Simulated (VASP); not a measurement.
Write the native input for VASP 6.6.1 that does the following.

```yaml
Task: single point
Functional: PBE
Potentials_or_basis: VASP PAW PBE potentials, release 64 (Cs_sv, H)
Cutoff: 520 eV
k_mesh: 12 × 12 × 8
Occupations: gaussian, width 0.1 eV
Spin: no spin polarisation
Dipole_correction: no
Further_INCAR_settings: ALGO = Normal; EDIFF = 1e-07; NBANDS = 14
```

The structure of CsH4 lies in POSCAR:

```
CsH4
1.0
    3.5875011919      0.0000000000      0.0000000000
   -1.7937505960      3.1068671683      0.0000000000
    0.0000000000      0.0000000000      5.0044794681
Cs H
1 4
Direct
    0.0000000000      0.0000000000      0.5000000000
    0.5000000000      0.0000000000      0.0000000000
    0.0000000000      0.5000000000      0.0000000000
    0.5000000000      0.5000000000      0.0000000000
    0.0000000000      0.0000000000      0.0000000000
```

The cell was built by a generator and needn't be a form met in nature.

The cell isn't the ideal one: random cell by space group and Wyckoff sites (P6mm, No. 183).

These files were run (other wordings do the same):

INCAR

```
PREC = Accurate ; ENCUT = 520
EDIFF = 1E-7 ; ISMEAR = 0
SIGMA = 0.1 ; LREAL = F
LASPH = T ; NELM = 100
ALGO = Normal ; ISIF = 2
LWAVE = F ; LCHARG = T
GGA = PE ; LELF = T
LVHAR = T ; NBANDS = 14
```

KPOINTS

```
Automatic mesh
0
Gamma
  12 12 8
```

Potentials or basis: VASP PAW PBE potentials, release 64 (Cs_sv, H).

The run is started by

```console
$ cat potpaw_PBE.64/Cs_sv/POTCAR potpaw_PBE.64/H/POTCAR > POTCAR
$ mpirun -np 1 vasp_std > vasp.out
```

Results of the run:

```
Pressure               : 0.2 GPa
Band gap on the k mesh : none (metal or under the smearing width)
```

It took 61 s on 1 thread of Intel(R) Xeon(R) Platinum 8559C (Emerald Rapids), with other jobs on the host, peak memory 0.21 GiB.
